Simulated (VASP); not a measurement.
Te, 3 atoms in the cell. Symmetry: P3_121, No. 152, trigonal system. Conventional cell: a = 4.515 Å, b = 4.515 Å, c = 5.954 Å, α = 90.00°, β = 90.00°, γ = 120.00°. Te (site symmetry 2) is surrounded by 2 Te at 2.89 Å. 

- Program: VASP 6.6.1
- Task: relaxation of shape and atoms at fixed volume
- Functional: PBE
- Potentials or basis: VASP PAW PBE potentials, release 64 (Te)
- Cutoff: 600 eV
- k mesh: 9 × 9 × 6
- Occupations: gaussian, width 0.03 eV
- Spin: no spin polarisation
- Further INCAR settings: ALGO = Fast; EDIFF = 1e-07; IBRION = 2; EDIFFG = -0.01; NSW = 40; ISIF = 4

Potentials or basis: VASP PAW PBE potentials, release 64 (Te).

Command:

```bash
$ cat potpaw_PBE.64/Te/POTCAR > POTCAR
$ mpirun -np 1 vasp_std > vasp.out
```

Hardware: 1 thread of AMD EPYC 9R45 96-Core Processor (Zen 5), on a shared host.

Problem. Estimate the wall time of this run.

Solution. Wall time 60 s on 1 thread of AMD EPYC 9R45 96-Core Processor (Zen 5), on a shared host, peak memory 0.25 GiB. Counts: scf iterations 17, k points 62, ion steps 1.
